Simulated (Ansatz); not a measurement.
# Fe: relaxation of cell and atoms with PBEsol

Crystal: Fe.

```xyz
2
Lattice="2.4342 0.0000 0.0000 -1.2171 2.1080 0.0000 0.0000 0.0000 3.8419" Properties=species:S:1:pos:R:3 pbc="T T T"
Fe    1.2171    0.7027    2.8815
Fe    0.0000    1.4054    0.9605
```

This isn't the form of Fe at room conditions, which is bcc.

```json
{
 "Program": "Ansatz 0.2.0",
 "Task": "relaxation of cell and atoms",
 "Functional": "PBEsol",
 "Potentials or basis": "all-electron LAPW, scalar-relativistic",
 "Basis error allowed": "0.001 eV/atom",
 "k mesh": "12 × 12 × 7",
 "Occupations": "fermi-dirac, width 0.05 eV",
 "Spin": "collinear spin, ferromagnetic start",
 "Starting moments": "[3.0, 3.0] μB"
}
```

| Quantity | Value |
| --- | --- |
| Relaxed volume | 9.81 Å³/atom |
| Relaxed cell | a = 2.427 Å, b = 2.427 Å, c = 3.845 Å, α = 90.00°, β = 90.00°, γ = 120.00° |
| Space group after relaxing (to 0.05 Å) | P6_3/mmc (No. 194) |
| Energy gained by relaxing | 0.4 meV/atom |
| Ionic steps | 4 |
| Pressure after relaxing | 0.0 GPa |
| Net moment | 0.00 μB per cell |
| Absolute moment | 0.00 μB per cell |

Step by step:
| step | energy change (eV) | largest force (eV/Å) | volume (Å³) |
| --- | --- | --- | --- |
| 1 | 0.0000 | 0.0000 | 19.71 |
| 2 | -0.0006 | 0.0000 | 19.66 |
| 3 | -0.0007 | 0.0000 | 19.62 |
| 4 | -0.0007 | 0.0000 | 19.62 |

Final structure:
```xyz
2
Lattice="2.4272 0.0000 0.0000 -1.2136 2.1021 0.0000 0.0000 0.0000 3.8448" Properties=species:S:1:pos:R:3 pbc="T T T"
Fe    1.2136    0.7007    2.8836
Fe    0.0000    1.4014    0.9612
```

Wall time 41 s on 2 threads of Intel(R) Xeon(R) Platinum 8375C CPU @ 2.90GHz (Ice Lake), on a shared host, peak memory 0.59 GiB.

Caveat: the starting moments collapsed, and a magnetic state may lie lower; the starting moments weren't kept.
